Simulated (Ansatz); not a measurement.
# Copper, fcc under r²SCAN: from relaxation to bulk modulus, part 1 of 2

Aim: take copper in the fcc structure, relax it, solve it on a dense k-mesh, switch on spin-orbit coupling, then scale the cell to 7 volumes from 88 to 112 % of the relaxed one and try a fit of the equation of state. The k-meshes are 15×15×15 for the relaxation; 25×25×25 for the dense run; 15×15×15 for spin-orbit coupling; 25×25×25 for the volumes. It starts from a deposited cell (COD).

Computed with Ansatz 0.2.0 (DFT r2SCAN, plane waves (500 eV) with PAW, scalar-relativistic; PBE-made PAW files, unless a step says otherwise).

## 1. The structure to begin with

The structure is cubic, space group Fm-3m (No. 225). Conventional cell: a = 3.615 Å, b = 3.615 Å, c = 3.615 Å, α = 90.00°, β = 90.00°, γ = 90.00°. Around Cu (site symmetry m-3m) lie 12 Cu at 2.56 Å.

Structure file:

```cif
data_structure
_symmetry_space_group_name_H-M 'Fm-3m'
_symmetry_Int_Tables_number 225
_cell_length_a 3.6150
_cell_length_b 3.6150
_cell_length_c 3.6150
_cell_angle_alpha 90.000
_cell_angle_beta 90.000
_cell_angle_gamma 90.000
_cell_volume 47.24
loop_
_atom_site_label
_atom_site_type_symbol
_atom_site_symmetry_multiplicity
_atom_site_Wyckoff_symbol
_atom_site_fract_x
_atom_site_fract_y
_atom_site_fract_z
_atom_site_occupancy
Cu1 Cu 4 a 0.00000 0.00000 0.00000 1
```

## 2. Relaxation of the cell

input.yaml

```yaml
crystal:
  lattice:
    - [0.0, 1.80748, 1.80748]
    - [1.80748, 0.0, 1.80748]
    - [1.80748, 1.80748, 0.0]
  atoms:
    - { symbol: Cu, position: [0.0, 0.0, 0.0] }
hamiltonian:
  xc: r2scan
  pseudopotentials:
    kind: paw
    azcp:
      Cu: "pseudopotentials/Cu.paw.azcp"
basis:
  ecutwfc: 500
  fft_grid_basis: typed
kpoints:
  mp_grid: { grid: [15, 15, 15], shift: [0, 0, 0] }
magnetization:
  spin_polarized: false
scf:
  occupations: { method: fermi_dirac, width: 0.1 }
relax:
  max_steps: 60
  f_tol: 0.01
  cell: {}
```

The log of the run:

```text
Engine: ansatz 0.2.0, x86_64-unknown-linux-gnu
Pseudopotentials: kind: paw
Pseudopotential: Cu, paw, valence charge 19, recommended cutoff 500 eV (meta_gga), <dir>
Functional definition: r2SCAN
  parameter k0 = 0.174
  parameter k1 = 0.065
  parameter a1 = 4.9479
  exchange = r2scan_x(k0 = k0, k1 = k1, a1 = a1)
  correlation = r2scan_c
Crystal: 1 atoms, lattice volume = 11.810 Å³
Basis set: ecut = 500 eV, 307 PW (Γ), exchange–correlation on 80×80×80 points (64 copies of the dense FFT grid, shifted against one another)
Bands: 14, of which v1, the nominal top of the filled ones, is band 10 counted from 1 (9 counted from 0)
Symmetry: 48 space group operations
Space group: Fm-3m (ITA 225), of the structure as read, at distance tolerance 2.3e-5 Å
k-points: 120 of 3375
Non-local potential: Cu, projectors of the file, l = 0: 3, l = 1: 2, l = 2: 3, l = 3: 1
PAW form: soft (Blöchl's): semilocal exchange-correlation on the pseudo side does not see the compensation charge
PAW frozen core: Cu, regenerated for the run's functional (the file was generated under x = pbe(κ = 0.804, μ = 0.2195149727645171), c = pbe(β = 0.06672455060314922))
PAW one-centre angular grid: Cu, 590 points (default); XC on 160 Gauss nodes
Initial density: superposition of atomic densities (neutral atoms: chi_scale 0, normalization atom), corrected by the library's trained network
Initial wavefunctions: pseudopotential atomic-orbital guess
Functional: x = r2scan, c = r2scan; τ floored in thin density (d = 2e-4 eV/Å³)
SCF iter   1: F=—  HF=-6631.254350 eV  |F-HF|=—  |Δ(HF+E_count)|=         —  Δρ=3.95e-2  dr2=1.01e-1  dr2_τ=8.37e-4  ethr=1.77e-3  ⟨swp⟩=5.2  Hψ=8311  notcnv=0
preconditioner: auto → none  [metal: Δε(μ)=0.060 eV  Ē_g=17.952 eV  σ=0.100 eV  W_gap=0.15  n_scr=0 (ndim 8)  ℏωp=35.8 eV  f_vac=0.000  D(μ)=0.33/eV (n_scr^D=0)]
SCF iter   2: F=—  HF=-6631.266977 eV  |F-HF|=—  |Δ(HF+E_count)|=   1.26e-2  Δρ=3.96e-2  dr2=1.00e-1  dr2_τ=1.06e-3  ethr=5.32e-4  ⟨swp⟩=2.4  Hψ=3848  notcnv=0  defer=17
SCF iter   3: F=—  HF=-6631.236260 eV  |F-HF|=—  |Δ(HF+E_count)|=   3.07e-2  Δρ=3.15e-3  dr2=6.71e-4  dr2_τ=5.51e-6  ethr=5.27e-4  ⟨swp⟩=2.2  Hψ=2913  notcnv=0  defer=17
SCF iter   4: F=—  HF=-6631.236210 eV  |F-HF|=—  |Δ(HF+E_count)|=   4.99e-5  Δρ=5.68e-4  dr2=2.91e-5  dr2_τ=8.03e-7  ethr=3.53e-6  ⟨swp⟩=2.1  Hψ=2386  notcnv=0  defer=17
SCF iter   5: F=—  HF=-6631.236208 eV  |F-HF|=—  |Δ(HF+E_count)|=   2.63e-6  Δρ=1.42e-4  dr2=1.52e-6  dr2_τ=2.53e-8  ethr=1.53e-7  ⟨swp⟩=2.1  Hψ=2234  notcnv=0  defer=17
SCF iter   6: F=-6631.236211 eV  HF=-6631.236211 eV  |F-HF|=4.32e-8  |Δ(HF+E_count)|=   3.38e-6  Δρ=2.66e-5  dr2=5.02e-8  dr2_τ=5.27e-10  ethr=5.26e-10  ⟨swp⟩=4.9  Hψ=5863  notcnv=0
SCF 1 converged in 6 iterations: F = -6631.236211 eV  dr2 = 5.02e-8
relax step   1: F+E_penalty+E_count = -6631.23621097 eV  Δ(F+E_penalty+E_count) = +0.000e0 eV  max|allowed force component| = 0.000e0 eV/Å  Δτ_max = 0.0000 Å  P = -4.875 GPa  Ω = 11.810 Å³  (6 SCF iters, dr2 threshold 1.00e-7 eV, accepted)
Crystal: 1 atoms, lattice volume = 11.613 Å³
Basis set: ecut = 500 eV, 283 PW (Γ), exchange–correlation on 80×80×80 points (64 copies of the dense FFT grid, shifted against one another)
Initial density: handed on by an earlier stage of this run
Initial wavefunctions: those handed on with the density
iter 1 solved again at ethr=2.46e-5 eV; its pass at ethr=3.10e-3 eV (dr2=4.67e-3 eV) is discarded
SCF iter   1: F=—  HF=-6631.236746 eV  |F-HF|=—  |Δ(HF+E_count)|=         —  Δρ=8.00e-3  dr2=4.54e-3  dr2_τ=3.11e-3  ethr=2.46e-5  ⟨swp⟩=1.1  Hψ=9751  notcnv=0
preconditioner: auto → none  [metal: Δε(μ)=0.014 eV  Ē_g=17.928 eV  σ=0.100 eV  W_gap=0.04  n_scr=0 (ndim 8)  ℏωp=36.1 eV  f_vac=0.000  D(μ)=0.30/eV (n_scr^D=0)]
SCF iter   2: F=—  HF=-6631.242802 eV  |F-HF|=—  |Δ(HF+E_count)|=   6.06e-3  Δρ=1.08e-2  dr2=7.10e-3  dr2_τ=4.91e-5  ethr=2.39e-5  ⟨swp⟩=2.4  Hψ=2999  notcnv=0
SCF iter   3: F=—  HF=-6631.240984 eV  |F-HF|=—  |Δ(HF+E_count)|=   1.82e-3  Δρ=3.30e-3  dr2=5.95e-4  dr2_τ=7.32e-6  ethr=2.39e-5  ⟨swp⟩=2.0  Hψ=2413  notcnv=0
SCF iter   4: F=—  HF=-6631.240825 eV  |F-HF|=—  |Δ(HF+E_count)|=   1.59e-4  Δρ=1.16e-4  dr2=7.21e-7  dr2_τ=3.41e-8  ethr=3.13e-6  ⟨swp⟩=2.0  Hψ=2340  notcnv=0
SCF iter   5: F=—  HF=-6631.240829 eV  |F-HF|=—  |Δ(HF+E_count)|=   4.47e-6  Δρ=3.51e-4  dr2=7.21e-6  dr2_τ=1.44e-8  ethr=5.26e-10  ⟨swp⟩=4.8  Hψ=5934  notcnv=0
SCF iter   6: F=—  HF=-6631.240829 eV  |F-HF|=—  |Δ(HF+E_count)|=   5.72e-7  Δρ=1.26e-4  dr2=9.88e-7  dr2_τ=2.68e-9  ethr=3.80e-9  ⟨swp⟩=2.0  Hψ=2370  notcnv=0
SCF iter   7: F=-6631.240829 eV  HF=-6631.240829 eV  |F-HF|=5.62e-9  |Δ(HF+E_count)|=   1.71e-7  Δρ=1.05e-5  dr2=7.30e-9  dr2_τ=4.38e-11  ethr=5.26e-10  ⟨swp⟩=2.8  Hψ=6011  notcnv=0
SCF 2 converged in 7 iterations: F = -6631.240829 eV  dr2 = 7.30e-9
relax step   2: F+E_penalty+E_count = -6631.24082863 eV  Δ(F+E_penalty+E_count) = -4.618e-3 eV  max|allowed force component| = 0.000e0 eV/Å  Δτ_max = 0.0000 Å  P = -2.444 GPa  Ω = 11.613 Å³  energy of the carried Pulay correction = +1.033e-4 eV  (7 SCF iters, dr2 threshold 1.00e-7 eV, accepted)
Crystal: 1 atoms, lattice volume = 11.422 Å³
iter 1 solved again at ethr=2.32e-5 eV; its pass at ethr=3.10e-3 eV (dr2=4.41e-3 eV) is discarded
SCF iter   1: F=—  HF=-6631.238311 eV  |F-HF|=—  |Δ(HF+E_count)|=         —  Δρ=7.85e-3  dr2=4.30e-3  dr2_τ=3.07e-3  ethr=2.32e-5  ⟨swp⟩=1.1  Hψ=9776  notcnv=0
preconditioner: auto → none  [metal: Δε(μ)=0.159 eV  Ē_g=18.174 eV  σ=0.100 eV  W_gap=0.34  n_scr=0 (ndim 8)  ℏωp=36.4 eV  f_vac=0.000  D(μ)=0.29/eV (n_scr^D=0)]
SCF iter   2: F=—  HF=-6631.244152 eV  |F-HF|=—  |Δ(HF+E_count)|=   5.84e-3  Δρ=1.05e-2  dr2=6.54e-3  dr2_τ=4.68e-5  ethr=2.27e-5  ⟨swp⟩=2.3  Hψ=2958  notcnv=0
SCF iter   3: F=—  HF=-6631.242450 eV  |F-HF|=—  |Δ(HF+E_count)|=   1.70e-3  Δρ=3.13e-3  dr2=5.23e-4  dr2_τ=6.27e-6  ethr=2.27e-5  ⟨swp⟩=2.0  Hψ=2410  notcnv=0
SCF iter   4: F=—  HF=-6631.242308 eV  |F-HF|=—  |Δ(HF+E_count)|=   1.42e-4  Δρ=1.16e-4  dr2=8.09e-7  dr2_τ=3.31e-8  ethr=2.75e-6  ⟨swp⟩=2.0  Hψ=2340  notcnv=0
SCF iter   5: F=—  HF=-6631.242313 eV  |F-HF|=—  |Δ(HF+E_count)|=   4.76e-6  Δρ=3.80e-4  dr2=8.31e-6  dr2_τ=1.66e-8  ethr=5.26e-10  ⟨swp⟩=4.9  Hψ=5990  notcnv=0
SCF iter   6: F=—  HF=-6631.242312 eV  |F-HF|=—  |Δ(HF+E_count)|=   8.34e-7  Δρ=1.28e-4  dr2=9.98e-7  dr2_τ=2.77e-9  ethr=4.26e-9  ⟨swp⟩=2.0  Hψ=2409  notcnv=0
SCF iter   7: F=-6631.242312 eV  HF=-6631.242312 eV  |F-HF|=3.99e-9  |Δ(HF+E_count)|=   1.75e-7  Δρ=9.04e-6  dr2=5.40e-9  dr2_τ=4.24e-11  ethr=5.26e-10  ⟨swp⟩=2.8  Hψ=6019  notcnv=0
SCF 3 converged in 7 iterations: F = -6631.242312 eV  dr2 = 5.40e-9
relax step   3: F+E_penalty+E_count = -6631.24231204 eV  Δ(F+E_penalty+E_count) = -1.483e-3 eV  max|allowed force component| = 0.000e0 eV/Å  Δτ_max = 0.0000 Å  P = +0.173 GPa  Ω = 11.422 Å³  energy of the carried Pulay correction = +2.055e-4 eV  (7 SCF iters, dr2 threshold 1.00e-7 eV, accepted)
Crystal: 1 atoms, lattice volume = 11.435 Å³
iter 1 solved again at ethr=1.07e-7 eV; its pass at ethr=3.10e-3 eV (dr2=2.04e-5 eV) is discarded
SCF iter   1: F=—  HF=-6631.242295 eV  |F-HF|=—  |Δ(HF+E_count)|=         —  Δρ=5.34e-4  dr2=1.99e-5  dr2_τ=1.33e-5  ethr=1.07e-7  ⟨swp⟩=1.1  Hψ=9351  notcnv=0
preconditioner: auto → none  [metal: Δε(μ)=0.139 eV  Ē_g=18.185 eV  σ=0.100 eV  W_gap=0.30  n_scr=0 (ndim 8)  ℏωp=36.4 eV  f_vac=0.000  D(μ)=0.30/eV (n_scr^D=0)]
SCF iter   2: F=—  HF=-6631.242320 eV  |F-HF|=—  |Δ(HF+E_count)|=   2.54e-5  Δρ=7.20e-4  dr2=3.08e-5  dr2_τ=2.22e-7  ethr=1.05e-7  ⟨swp⟩=2.4  Hψ=2622  notcnv=0
SCF iter   3: F=—  HF=-6631.242312 eV  |F-HF|=—  |Δ(HF+E_count)|=   7.94e-6  Δρ=2.18e-4  dr2=2.55e-6  dr2_τ=3.12e-8  ethr=1.05e-7  ⟨swp⟩=2.5  Hψ=2285  notcnv=0
SCF iter   4: F=-6631.242312 eV  HF=-6631.242312 eV  |F-HF|=1.21e-8  |Δ(HF+E_count)|=   6.79e-7  Δρ=7.72e-6  dr2=2.68e-9  dr2_τ=1.50e-10  ethr=3.93e-10  ⟨swp⟩=3.1  Hψ=6652  notcnv=0
SCF 4 converged in 4 iterations: F = -6631.242312 eV  dr2 = 2.68e-9
relax step   4: F+E_penalty+E_count = -6631.24231180 eV  Δ(F+E_penalty+E_count) = +2.388e-7 eV  max|allowed force component| = 0.000e0 eV/Å  Δτ_max = 0.0000 Å  P = -0.005 GPa  Ω = 11.435 Å³  energy of the carried Pulay correction = +1.988e-4 eV  (4 SCF iters, dr2 threshold 7.47e-8 eV, accepted)
Initial wavefunctions: pseudopotential atomic-orbital guess (no wavefunctions were taken with the density)
iter 1 solved again at ethr=5.78e-10 eV; its pass at ethr=3.10e-3 eV (dr2=1.10e-7 eV) is discarded
SCF iter   1: F=—  HF=-6631.242145 eV  |F-HF|=—  |Δ(HF+E_count)|=         —  Δρ=6.21e-5  dr2=1.31e-7  dr2_τ=1.89e-7  ethr=5.78e-10  ⟨swp⟩=3.7  Hψ=13860  notcnv=0
preconditioner: auto → none  [metal: Δε(μ)=0.141 eV  Ē_g=18.183 eV  σ=0.100 eV  W_gap=0.31  n_scr=0 (ndim 8)  ℏωp=36.4 eV  f_vac=0.000  D(μ)=0.30/eV (n_scr^D=0)]
SCF iter   2: F=—  HF=-6631.242145 eV  |F-HF|=—  |Δ(HF+E_count)|=   2.74e-7  Δρ=8.02e-5  dr2=3.51e-7  dr2_τ=1.45e-8  ethr=5.78e-10  ⟨swp⟩=2.0  Hψ=2794  notcnv=0
SCF iter   3: F=—  HF=-6631.242145 eV  |F-HF|=—  |Δ(HF+E_count)|=   2.18e-7  Δρ=9.08e-5  dr2=5.16e-7  dr2_τ=5.13e-9  ethr=5.78e-10  ⟨swp⟩=2.0  Hψ=2838  notcnv=0
SCF iter   4: F=—  HF=-6631.242145 eV  |F-HF|=—  |Δ(HF+E_count)|=   1.64e-7  Δρ=2.33e-6  dr2=1.73e-10  dr2_τ=3.05e-11  ethr=5.78e-10  ⟨swp⟩=2.0  Hψ=2737  notcnv=0
SCF iter   5: F=-6631.242145 eV  HF=-6631.242145 eV  |F-HF|=2.73e-11  |Δ(HF+E_count)|=  4.78e-10  Δρ=4.33e-7  dr2=6.79e-12  dr2_τ=1.72e-12  ethr=1.00e-12  ⟨swp⟩=3.9  Hψ=7679  notcnv=0
SCF 5 converged in 5 iterations: F = -6631.242145 eV  dr2 = 6.79e-12
relax step   5: F+E_penalty+E_count = -6631.24214519 eV  Δ(F+E_penalty+E_count) = +1.666e-4 eV  max|allowed force component| = 0.000e0 eV/Å  Δτ_max = 0.0000 Å  P = -0.031 GPa  Ω = 11.435 Å³  stress off target by 3.09e-2 GPa  SCF on the basis re-selected at this cell (its energy is not comparable with the rows above)  (5 SCF iters)
basis re-selected at this cell: Δ(F+E_penalty+E_count) = +1.666e-4 eV, ΔP = -0.026 GPa vs the last step (what re-selecting the basis moved, of the pressure what is left beyond the Pulay correction that the steps carried, after the strain that the cell walked since its last selection, with what the two solves' SCF thresholds leave and, on support functions, any second-order correction that the steps lacked; it is no measure of the basis error at this ecutwfc). This SCF's stress stands 3.09e-2 GPa from its target on what of the cell is left free (relax.cell.stress_tol is 5.00e-2 GPa) and its largest allowed force component is 0.00e0 eV/Å (relax.f_tol is 1.00e-2 eV/Å): within both
SCF converged after 5 iterations
Free energy (F): -6631.242145 eV
Harris-Foulkes:  -6631.242145 eV  (|F-HF|=2.73e-11)
Internal energy: -6631.232405 eV  (E = F + TS)
E sigma→0 (E₀):  -6631.237275 eV
Entropy (-TS):   -0.009740 eV (-9.740 meV/atom)
Fermi energy:    17.345432 eV
--- Per-component energies (eV) ---
  E_band       = -374.763430
  E_kinetic    = 300.010153
  E_local      = -4000.938332  (includes V_loc(G=0)·N_el)
  E_nonlocal   = 395.247624
  E_hartree    = 1768.860672
  E_xc         = -83.947343
  E_vxc        = -124.896817  (∫ρ·V_xc dr)
  E_paw        = -1678.006091  (= ΣΔE_a)
  E_vpaw       = -490.901012  (= ΣTr[D̂ρ^β])
  E_aug_tail   = 0.000154  (compensation charges beyond the density's cutoff)
  E_vtau       = 8.993517  (kinetic-family band-sum trace: ∫τ·v_τ [+ j·A + Jᵃ·Aᵃ] dr)
  E_ewald      = -3332.158134
  E_core_change = -0.301108  (= ΣΔE_core)
  E_smearing   = -0.009740  (= −TS)
  E_closure    = -0.000000  (closes the sum)
  Σ components = -6631.242145   (vs F -6631.242145, Δ=0.00e0)
--- Forces (eV/Å), atoms counted from 1 ---
  atom   1  Cu    -0.00000000     0.00000000    -0.00000000
  max |Σ_I F_I| component: 6.98e-32 eV/Å
--- Stress (GPa, compression-positive) ---
       -0.030899       0.000000       0.000000
        0.000000      -0.030899      -0.000000
        0.000000       0.000000      -0.030899
  P = ⅓ Tr σ = -0.0309 GPa (-0.309 kbar)
--- Relaxed structure (4 steps of the walk, 4 accepted, 1 SCFs on fresh bases) ---
  F+E_penalty+E_count = -6631.24214519 eV   max|allowed force component| = 0.000e0 eV/Å   (the final SCF, on the basis selected at the relaxed cell)
  cell:  # Å, volume = 11.4348 Å³
    - [-2.4829986761864244e-34, 1.788132440370454, 1.788132440370454]
    - [1.788132440370454, -2.308840452405815e-34, 1.788132440370454]
    - [1.788132440370454, 1.788132440370454, 1.4579531305062575e-34]
  atoms:
    - { symbol: Cu, position: [0.0, 0.0, 0.0] }
```

It took 16 s on 1 thread of an x86-64 CPU, shared host; peak memory 0.55 GiB.

Relaxation path:

| step | energy change (meV/atom) | largest force (eV/Å) | pressure (GPa) | volume (Å³/atom) |
| --- | --- | --- | --- | --- |
| 1 | 0.00 | 0.0000 | -4.87 | 11.810 |
| 2 | -4.62 | 0.0000 | -2.44 | 11.613 |
| 3 | -6.10 | 0.0000 | 0.17 | 11.422 |
| 4 | -6.10 | 0.0000 | -0.01 | 11.435 |
| 5 | -5.93 | 0.0000 | -0.03 | 11.435 |

Steps that repeat a cell are solved on a basis chosen anew, so their changes of energy are no gain of the relaxation.

The cell of the run, before and after:

|  | before | after | change |
| --- | --- | --- | --- |
| a (Å) | 2.556 | 2.529 | -1.1 % |
| b (Å) | 2.556 | 2.529 | -1.1 % |
| c (Å) | 2.556 | 2.529 | -1.1 % |
| volume (Å³/atom) | 11.810 | 11.435 | -3.2 % |
| shortest distance (Å) | 2.556 | 2.529 | -1.1 % |
| space group (spins left aside) | Fm-3m | Fm-3m | same |

## 3. The energy on a finer k-mesh

input.yaml

```yaml
crystal:
  lattice:
    - [0.0, 1.7881324404, 1.7881324404]
    - [1.7881324404, 0.0, 1.7881324404]
    - [1.7881324404, 1.7881324404, 0.0]
  atoms:
    - { symbol: Cu, position: [0.0, 0.0, 0.0] }
hamiltonian:
  xc: r2scan
  pseudopotentials:
    kind: paw
    azcp:
      Cu: "pseudopotentials/Cu.paw.azcp"
basis:
  ecutwfc: 500
  fft_grid_basis: typed
kpoints:
  mp_grid: { grid: [25, 25, 25], shift: [0, 0, 0] }
magnetization:
  spin_polarized: false
scf:
  occupations: { method: fermi_dirac, width: 0.1 }
```

The log of the run, shortened:

```text
[...]
[... 3 set-up lines as earlier in the session ...]
[...]
Crystal: 1 atoms, lattice volume = 11.435 Å³
Basis set: ecut = 500 eV, 283 PW (Γ), exchange–correlation on 80×80×80 points (64 copies of the dense FFT grid, shifted against one another)
Bands: 14, of which v1, the nominal top of the filled ones, is band 10 counted from 1 (9 counted from 0)
[... 2 set-up lines as earlier in the session ...]
k-points: 455 of 15625
[...]
SCF iter   1: F=—  HF=-6631.260160 eV  |F-HF|=—  |Δ(HF+E_count)|=         —  Δρ=4.00e-2  dr2=9.99e-2  dr2_τ=7.51e-4  ethr=1.77e-3  ⟨swp⟩=5.1  Hψ=31704  notcnv=0
[...]
SCF iter   7: F=-6631.242129 eV  HF=-6631.242129 eV  |F-HF|=8.73e-11  |Δ(HF+E_count)|=   2.67e-8  Δρ=1.23e-6  dr2=5.28e-11  dr2_τ=6.65e-12  ethr=5.26e-10  ⟨swp⟩=2.6  Hψ=13261  notcnv=0
[...]
SCF converged after 7 iterations
Free energy (F): -6631.242129 eV
[...]
E sigma→0 (E₀):  -6631.237083 eV
Entropy (-TS):   -0.010093 eV (-10.093 meV/atom)
Fermi energy:    17.288600 eV
[...]
```

Run time: 11 s. Hardware: 1 thread of an x86-64 CPU, shared host; peak memory 0.59 GiB.

## 4. With spin-orbit coupling

Edit input.yaml of step 3 so:

```diff
@@ -10,3 +10,3 @@
   pseudopotentials:
-    kind: paw
+    kind: paw_fr
     azcp:
@@ -17,5 +17,6 @@
 kpoints:
-  mp_grid: { grid: [25, 25, 25], shift: [0, 0, 0] }
+  mp_grid: { grid: [15, 15, 15], shift: [0, 0, 0] }
 magnetization:
-  spin_polarized: false
+  noncollinear: true
+  spin_orbit: true
 scf:
```

The log of the run, shortened:

```text
[...]
Pseudopotentials: kind: paw_fr
Pseudopotential: Cu, paw_fr, valence charge 19, recommended cutoff 500 eV (meta_gga), <dir>
[... 1 set-up line as earlier in the session ...]
[...]
non-collinear run that drives no moment, with spin-orbit: no starting moment large enough to seed its density (crystal.atoms[].spin), no starting occupations that ask for one, no magnetisation constraint and no magnetic field, so the semilocal B_xc is pinned to zero
Crystal: 1 atoms, lattice volume = 11.435 Å³
Basis set: ecut = 500 eV, 283 PW (Γ), exchange–correlation on 80×80×80 points (64 copies of the dense FFT grid, shifted against one another)
Bands: 28, of which v1, the nominal top of the filled ones, is band 19 counted from 1 (18 counted from 0)
Symmetry: 48 space group operations + 48 with time reversal
Magnetic group: BNS 225.117 (UNI 1619), of the structure as read, at distance tolerance 2.3e-5 Å
k-points: 120 of 3375
Projection manifold: j_resolved (fully-relativistic pseudo-atomic orbitals)
[...]
SCF iter   1: F=—  HF=-6630.073061 eV  |F-HF|=—  |Δ(HF+E_count)|=         —  Δρ=2.06e-1  dr2=2.99e0  dr2_τ=1.32e-3  dr2_m=0.00e0 (ungated)  ethr=3.10e-3  |M|=0.00e0 ∫|m|=0.00e0 μB  |m|>n=0.0e0 m-floor=0.0e0 τ_xc=0.0e0  β_m=0.30  ⟨swp⟩=6.1  Hψ=8052  notcnv=0  defer=40
[...]
SCF iter   7: F=-6629.553261 eV  HF=-6629.553261 eV  |F-HF|=4.72e-9  |Δ(HF+E_count)|=   9.14e-7  Δρ=2.90e-5  dr2=7.66e-8  dr2_τ=1.24e-10  dr2_m=0.00e0 (ungated)  ethr=5.26e-10  |M|=0.00e0 ∫|m|=0.00e0 μB  |m|>n=0.0e0 m-floor=0.0e0 τ_xc=0.0e0  ⟨swp⟩=1.6  Hψ=4508  notcnv=0
[...]
SCF converged after 7 iterations
Magnetization: |M| = 0.0000 μB,  M = (+0.0000, +0.0000, +0.0000) μB
Absolute magnetization: 0.0000 μB (∫|m|)
  site 0: m = (+0.0000, +0.0000, +0.0000) μB, |m| = 0.0000 μB  (R = 1.04 Å)
Free energy (F): -6629.553261 eV
[...]
E sigma→0 (E₀):  -6629.548387 eV
Entropy (-TS):   -0.009748 eV (-9.748 meV/atom)
Fermi energy:    17.348500 eV
[...]
```

Wall time 14 s (1 thread of an x86-64 CPU, shared host); peak memory 0.55 GiB.

Side by side:

|  | scalar-relativistic | with spin-orbit coupling |
| --- | --- | --- |
| k-mesh | 25×25×25 | 15×15×15 |
| gap on the mesh | none (levels filled in part) | none (levels filled in part) |

The meshes differ, so small differences between the columns need not come from spin-orbit coupling.

## 5. At 88 % of the relaxed volume

input.yaml

```yaml
crystal:
  lattice:
    - [0.0, 1.7135386564, 1.7135386564]
    - [1.7135386564, 0.0, 1.7135386564]
    - [1.7135386564, 1.7135386564, 0.0]
  atoms:
    - { symbol: Cu, position: [0.0, 0.0, 0.0] }
hamiltonian:
  xc: r2scan
  pseudopotentials:
    kind: paw
    azcp:
      Cu: "pseudopotentials/Cu.paw.azcp"
basis:
  ecutwfc: 500
  fft_grid_basis: typed
kpoints:
  mp_grid: { grid: [25, 25, 25], shift: [0, 0, 0] }
magnetization:
  spin_polarized: false
scf:
  occupations: { method: fermi_dirac, width: 0.1 }
output:
  stress: true
```

The log of the run, shortened:

```text
[...]
[... 3 set-up lines as earlier in the session ...]
[...]
Crystal: 1 atoms, lattice volume = 10.063 Å³
Basis set: ecut = 500 eV, 259 PW (Γ), exchange–correlation on 72×72×72 points (64 copies of the dense FFT grid, shifted against one another)
Bands: 14, of which v1, the nominal top of the filled ones, is band 10 counted from 1 (9 counted from 0)
[... 1 set-up line as earlier in the session ...]
Space group: Fm-3m (ITA 225), of the structure as read, at distance tolerance 2.2e-5 Å
k-points: 455 of 15625
[...]
SCF iter   1: F=—  HF=-6631.147730 eV  |F-HF|=—  |Δ(HF+E_count)|=         —  Δρ=3.99e-2  dr2=8.51e-2  dr2_τ=5.95e-4  ethr=1.77e-3  ⟨swp⟩=5.1  Hψ=32159  notcnv=0
[...]
SCF iter   6: F=-6631.133156 eV  HF=-6631.133156 eV  |F-HF|=1.42e-8  |Δ(HF+E_count)|=   1.32e-6  Δρ=2.14e-5  dr2=3.18e-8  dr2_τ=6.49e-10  ethr=5.26e-10  ⟨swp⟩=4.2  Hψ=21130  notcnv=0
[...]
SCF converged after 6 iterations
Free energy (F): -6631.133156 eV
[...]
E sigma→0 (E₀):  -6631.128584 eV
Entropy (-TS):   -0.009144 eV (-9.144 meV/atom)
Fermi energy:    20.354214 eV
[...]
--- Stress (GPa, compression-positive) ---
       28.832151      -0.000000      -0.000000
       -0.000000      28.832151      -0.000000
        0.000000       0.000000      28.832151
  P = ⅓ Tr σ = 28.8322 GPa (288.322 kbar)
```

It took 9.5 s on 1 thread of an x86-64 CPU, shared host; peak memory 0.58 GiB.

(Continued in part 2 of 2.)
